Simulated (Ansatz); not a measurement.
# BN: the cost of one run

Program: Ansatz 0.2.0 through its Python package. Level of theory: DFT PBEsol, plane waves, PAW. These are calculated values, not measurements.

## Step 1: Starting point

Symmetry: Pnma, No. 62, orthorhombic system. Conventional cell: a = 4.880 Å, b = 2.591 Å, c = 4.292 Å, α = 90.00°, β = 90.00°, γ = 90.00°. Around B (site symmetry m) lie 4 N at 1.51 to 1.65 Å. N (site symmetry m) is surrounded by 4 B at 1.51 to 1.65 Å.

The script holds or builds the structure itself.

## Step 2: The code

The input, bands_bn.py:

```python
# -*- coding: utf-8 -*-
"""Bands of BN along a path through the zone."""

import warnings

import ansatz as az
from ase import Atoms
import matplotlib.pyplot as plt
import numpy as np

warnings.simplefilter("ignore", az.DeckWarning)

atoms = Atoms(
    ["B", "B", "B", "B", "N", "N", "N", "N"],
    scaled_positions=[
        (0.659587, 0.75, 0.092904),
        (0.840413, 0.25, 0.592904),
        (0.159587, 0.75, 0.407096),
        (0.340413, 0.25, 0.907096),
        (0.82113, 0.75, 0.393514),
        (0.17887, 0.25, 0.606486),
        (0.67887, 0.25, 0.893514),
        (0.32113, 0.75, 0.106486),
    ],
    cell=[
        (4.880089, 0.0, 0.0),
        (0.0, 2.591464, 0.0),
        (0.0, 0.0, 4.292049),
    ],
    pbc=True,
)
cell = az.Crystal.from_ase(atoms)

# vertices of the path, as fractions of the reciprocal vectors
path = [
    ("G", (0.0, 0.0, 0.0)),
    ("X", (0.5, 0.0, 0.0)),
    ("S", (0.5, 0.5, 0.0)),
    ("Y", (0.0, 0.5, 0.0)),
    ("G", (0.0, 0.0, 0.0)),
    ("Z", (0.0, 0.0, 0.5)),
    ("U", (0.5, 0.0, 0.5)),
]
model = (
    cell.calculation()
    .functional("PBEsol")
    .basis(450)
    .kpoints(mesh=(4, 8, 6))
    .occupations(az.OccupationsMethod.FERMI_DIRAC, width=0.01)
    .band_structure([point for _, point in path], intervals=8)
    .scf(extra_bands=8)
    .band_table()
    .density()
)
done = model.run(threads=1)
report = done.report

print(f"free energy      {report['free_energy_ev']:.5f} eV")
print(f"per atom         {report['free_energy_ev'] / len(done.lattice.sites):.5f} eV")
print(f"SCF iterations   {report['n_iterations']}  (converged: {report['converged']})")

# direct or indirect, as far as the mesh can tell
levels = np.array(report["eigenvalues_ev"])
filled = round(report["n_electrons"] / 2)
top, bottom = levels[:, filled - 1], levels[:, filled]
print("top of band", filled, "at k =", report["kpoints_frac"][top.argmax()], f"{top.max():.4f} eV")
print("bottom of band", filled + 1, "at k =", report["kpoints_frac"][bottom.argmin()], f"{bottom.min():.4f} eV")
print(f"gap by band count {bottom.min() - top.max():.3f} eV, least direct gap {(bottom - top).min():.3f} eV")

rho = done.density()
total = sum(ch.density_e_per_ang3 for ch in rho.channels[:2]) if len(rho.channels) < 3 else rho.channels[0].density_e_per_ang3
print("grid", rho.dims, "electrons", round(float(total.mean() * rho.cell_volume_ang3), 4))
profile = total.mean(axis=(0, 2))
print("planar average along grid axis 1 (e/A^3):")
print(np.array2string(profile[:: max(len(profile) // 16, 1)], precision=4))

bands = done.band_structure()
fermi = bands.fermi_energy_ev
print(f"zero of the bands: {fermi:.3f} eV, the Fermi level found on the SCF mesh")
reciprocal = 2 * np.pi * np.linalg.inv(done.lattice.cell_ang).T
steps = np.linalg.norm(np.diff(bands.kpoints_frac @ reciprocal, axis=0), axis=1)
distance = np.concatenate([[0], np.cumsum(steps)])
fig, ax = plt.subplots(figsize=(5, 4))
for channel, colour in zip(bands.channels, ("C0", "C3")):
    ax.plot(distance, channel.eigenvalues_ev - fermi, colour, lw=1)
ax.set_xticks(distance[::8], [label for label, _ in path])
ax.set(ylim=(-6, 6), ylabel="E - E_F (eV)", xlim=(0, distance[-1]))
ax.grid(axis="x")
fig.savefig("bands.png", dpi=100)
first = bands.channels[0].eigenvalues_ev - fermi
near = np.argsort(np.abs(first.mean(axis=0)))[:4]
for band in sorted(near):
    print(f"band {band + 1}: {first[:, band].min():.3f} to {first[:, band].max():.3f} eV")
```

## Step 3: The run

Launch:

```sh
$ python bands_bn.py
```

**Question.** How long does this script take on 1 thread of Arm Neoverse V2, shared host, and how much memory does it need?

About 6.4 s, with a peak of 0.43 GiB.
